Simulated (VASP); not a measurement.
Input of a VASP 6.6.1 run:

INCAR

```
ALGO = Normal
EDIFF = 1E-7
ENCUT = 520
GGA = RE
ISIF = 2
ISMEAR = -1
LASPH = True
LCHARG = False
LREAL = False
LWAVE = False
NBANDS = 12
NELM = 100
PREC = Accurate
SIGMA = 0.1
```

File KPOINTS:

```
k-points
0
Gamma
  15 15 15
```

File POSCAR:

```
Ag
1.0
   -1.7345831785      1.7345831785      1.7345831785
    1.7345831785     -1.7345831785      1.7345831785
    1.7345831785      1.7345831785     -1.7345831785
Ag
1
Direct
    0.0000000000      0.0000000000      0.0000000000
```

Potentials or basis: VASP PAW PBE potentials, release 64 (Ag).

Command:

```console
$ cat potpaw_PBE.64/Ag/POTCAR > POTCAR
$ mpirun -np 1 vasp_std > vasp.out
```

(1) Predict the band gap on the k mesh.

(2) Estimate the pressure.

Results:

(1) none (metal or under the smearing width).

(2) -6.4 GPa.

Caveat: the PAW data sets were made with another functional, which shifts forces and pressure a little.
